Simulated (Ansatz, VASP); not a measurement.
# One calculation of SrO, two programs

```
CELL_PARAMETERS angstrom
0.00000 2.80659 2.80659
2.80659 0.00000 2.80659
2.80659 2.80659 0.00000
ATOMIC_POSITIONS crystal
Sr 0.00000 0.00000 0.00000
O 0.25000 0.25000 0.25000
```

Alike in both runs: task single point; functional PBE; k mesh 11 × 11 × 11; occupations fermi-dirac, width 0.03 eV; non-collinear spin, spin-orbit coupling.

```csv
,VASP,Ansatz
version,VASP 6.6.1,Ansatz 0.2.0
potentials or method,"VASP PAW PBE potentials, release 64 (Sr_sv, O), cutoff 520 eV",all-electron LAPW
```

|  | VASP | Ansatz | Ansatz less VASP |
| --- | --- | --- | --- |
| gap on the k mesh at the Fermi level (eV) | 2.48 | 2.48 | -0.004 |
| pressure (GPa) | 0.4 | 0.0 | -0.43 |
| net moment per atom (μB) | 0.00 | 0.00 | 0.000 |

Ansatz ran all-electron here, so the differences hold the error of VASP's frozen core and of both bases.
